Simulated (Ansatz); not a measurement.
## Calculated O-17 NMR of the central transition for Mg₃H₂O₄

Cell: an entry of the Crystallography Open Database (COD; perhaps a calculated or model structure).

Space group P-3m1 (No. 164); a = 3.0530, c = 20.1250 Å, γ = 120.00°.

| site | Wyckoff | site symmetry | x | y | z |
| --- | --- | --- | --- | --- | --- |
| Mg1 | 2d | 3m. | 0.3333 | 0.6667 | 0.3729 |
| Mg3 | 2c | 3m. | 0.0000 | 0.0000 | 0.1271 |
| Mg5 | 2d | 3m. | 0.6667 | 0.3333 | 0.2501 |
| H7 | 2d | 3m. | 0.6667 | 0.3333 | 0.4774 |
| H9 | 2d | 3m. | 0.6667 | 0.3333 | 0.0226 |
| O11 | 2c | 3m. | 0.0000 | 0.0000 | 0.3113 |
| O13 | 2d | 3m. | 0.6667 | 0.3333 | 0.4282 |
| O15 | 2d | 3m. | 0.6667 | 0.3333 | 0.0718 |
| O17 | 2d | 3m. | 0.3333 | 0.6667 | 0.1887 |

One atom of each set is listed.

Level of theory: DFT, PBE, plane waves and PAW, scalar-relativistic, 420 eV cutoff, Γ-centred 9×9×2 k-points, Fermi–Dirac smearing 0.02 eV (Ansatz 0.2.0).

O-17 has I = 5/2 and Q = -25.58 mb (Pyykkö 2018); at 21.1 T its Larmor frequency is ν₀ = 121.8 MHz. Only the quadrupole interaction is simulated: positions count from each site's isotropic chemical shift, and J coupling is left out, as are shift anisotropy and dipolar coupling, which fast spinning averages.

Task: Simulate the second-order pattern (fast magic-angle spinning, Gaussian broadening 0.3 kHz) of site O13 (1 H at 0.99 Å, 3 Mg at 2.08 Å).

Result: The calculation gives C_Q = -9.08 MHz and η = 0.00, so ν_Q = 1.36 MHz and the centre of gravity lies at -33.3 ppm (-4.06 kHz).

| offset (kHz) | height |
| --- | --- |
| -10.509 | 0 |
| -10.094 | 4 |
| -9.679 | 6 |
| -9.265 | 6 |
| -8.850 | 6 |
| -8.435 | 6 |
| -8.021 | 7 |
| -7.606 | 7 |
| -7.191 | 7 |
| -6.777 | 9 |
| -6.362 | 78 |
| -5.948 | 74 |
| -5.533 | 53 |
| -5.118 | 47 |
| -4.704 | 44 |
| -4.289 | 43 |
| -3.874 | 43 |
| -3.460 | 45 |
| -3.045 | 47 |
| -2.631 | 53 |
| -2.216 | 64 |
| -1.801 | 100 |
| -1.387 | 85 |
| -0.972 | 1 |

An axis of threefold or higher order runs through O13, so V_zz lies along it and η is zero.

The calculated pressure of -2 GPa (PBE) comes partly from the unrelaxed atoms: it is 1.1 GPa once they are relaxed in the same cell. The largest force is 1.1 eV/Å, so the atoms aren't at the calculated equilibrium and relaxing them would move these values.
